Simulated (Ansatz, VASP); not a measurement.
SnSe2: VASP beside Ansatz

```
CELL_PARAMETERS angstrom
3.83992 0.00000 0.00000
-1.91996 3.32546 0.00000
0.00000 0.00000 6.02462
ATOMIC_POSITIONS crystal
Sn 0.00000 0.00000 0.00000
Se 0.33333 0.66667 0.26463
Se 0.66667 0.33333 0.73537
```

Alike in both runs: functional PBE; dispersion D3(BJ); k mesh 6 × 6 × 4; occupations gaussian, width 0.1 eV; no spin polarisation.

Ansatz relaxed the structure, and its values are those at the end. VASP's run is a single point on that final structure, the one shown.

|  | VASP | Ansatz |
| --- | --- | --- |
| version | VASP 6.6.1 | Ansatz 0.2.0 |
| potentials or method | VASP PAW PBE potentials, release 64 (Sn_d, Se) | scalar-relativistic, plane waves, PAW |
| plane-wave cutoff (eV) | 520 | 420 |
| valence electrons in the cell | 26 | 46 |

|  | VASP | Ansatz | Ansatz less VASP |
| --- | --- | --- | --- |
| gap on the k mesh at the Fermi level (eV) | 0.64 | 0.65 | +0.006 |
| least direct gap on the mesh (eV) | 0.83 | 0.84 | +0.011 |
| pressure (GPa) | 0.0 | 0.0 | -0.07 |
| rms of the force components (eV/Å) | 0.000 | 0.007 | +0.0064 |

The two sets of potentials don't hold the same shells in valence.

Caveats: spin-orbit coupling is left out, which moves the levels of the heavy elements. A k mesh can miss the band edges.
